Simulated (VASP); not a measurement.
Write the native input for VASP 6.6.1 that does the following.

```
Task                   : relaxation of cell and atoms
Functional             : PBE
Potentials or basis    : VASP PAW PBE potentials, release 64 (Hf_sv_GW, N_GW)
Cutoff                 : 680 eV
k mesh                 : 10 × 10 × 10
Occupations            : gaussian, width 0.05 eV
Spin                   : no spin polarisation
Further INCAR settings : ALGO = Fast; EDIFF = 1e-06; IBRION = 2; EDIFFG = -0.02; NSW = 60; ISIF = 3
```

The structure of HfN lies in POSCAR:

```
HfN
1.0
    0.0000000000      2.2560000000      2.2560000000
    2.2560000000      0.0000000000      2.2560000000
    2.2560000000      2.2560000000      0.0000000000
Hf N
1 1
Direct
    0.0000000000      0.0000000000      0.0000000000
    0.5000000000      0.5000000000      0.5000000000
```

One way to write it, as run:

INCAR

```
ALGO = Fast
EDIFF = 1E-6
EDIFFG = -0.02
ENCUT = 680
GGA = PE
IBRION = 2
ISIF = 3
ISMEAR = 0
LASPH = True
LCHARG = False
LREAL = False
LWAVE = False
NELM = 60
NSW = 60
PREC = Accurate
SIGMA = 0.05
```

KPOINTS

```
k-points
0
Gamma
  10 10 10
```

Potentials or basis: VASP PAW PBE potentials, release 64 (Hf_sv_GW, N_GW).

Run with:

```sh
$ cat potpaw_PBE.64/Hf_sv_GW/POTCAR potpaw_PBE.64/N_GW/POTCAR > POTCAR
$ mpirun -np 1 vasp_std > vasp.out
```

Results of the run:

```yaml
Relaxed_volume: 11.76 Å³/atom
Relaxed_cell: a = 3.216 Å, b = 3.216 Å, c = 3.216 Å, α = 60.00°, β = 60.00°, γ = 60.00°
Space_group_after_relaxing_to_0.05_Å: Fm-3m (No. 225)
Energy_gained_by_relaxing: 5.4 meV/atom
Ionic_steps: 3
Pressure_after_relaxing: -0.1 GPa
Band_gap_on_the_k_mesh: none (metal or under the smearing width)
```

Run time: 62 s on 1 thread of Intel(R) Xeon(R) Platinum 8488C (Sapphire Rapids), on a shared host, peak memory 0.18 GiB.
